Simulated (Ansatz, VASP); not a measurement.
# MgO: VASP beside Ansatz

```xyz
8
Lattice="3.3902 0.0000 0.0000 -1.6951 2.9360 0.0000 0.0000 0.0000 9.0575" Properties=species:S:1:pos:R:3 pbc="T T T"
Mg    0.0000    1.9573    8.7811
Mg    0.0000    0.0000    2.0001
Mg    0.0000    0.0000    6.5288
Mg    1.6951    0.9787    4.2524
O     0.0000    1.9573    7.0652
O     0.0000    0.0000    4.7972
O     0.0000    0.0000    0.2685
O     1.6951    0.9787    2.5365
```

Alike in both runs: task single point; functional PBE; k mesh 9 × 9 × 4; occupations gaussian, width 0.05 eV; no spin polarisation.

|  | VASP | Ansatz |
| --- | --- | --- |
| version | VASP 6.6.1 | Ansatz 0.2.0 |
| potentials or method | VASP PAW PBE potentials, release 64 (Mg, O) | scalar-relativistic, plane waves, PAW |
| plane-wave cutoff (eV) | 520 | 520 |
| valence electrons in the cell | 32 | 64 |

|  | VASP | Ansatz | Ansatz less VASP |
| --- | --- | --- | --- |
| gap on the k mesh at the Fermi level (eV) | 3.44 | 3.46 | +0.015 |
| least direct gap on the mesh (eV) | 3.44 | 3.46 | +0.015 |
| pressure (GPa) | 17.7 | 17.7 | +0.04 |
| largest component of the traceless stress (GPa) | 41.27 | 40.33 | -0.940 |
| rms of the force components (eV/Å) | 2.284 | 2.228 | -0.0565 |

Atom by atom the forces differ by 0.057 eV/Å (rms over components). The functional is the same, so the differences come from potentials, cutoffs and numerics. The two sets of potentials don't hold the same shells in valence.

Caveats: so large a pressure means that the cell lies far from this level's equilibrium, or that cutoff or potentials fall short (VASP); an odd mesh through Γ misses points on the zone boundary, where band edges often lie; forces of over 1 eV/Å show positions far from the minimum, so gaps and moduli don't describe the material at rest.
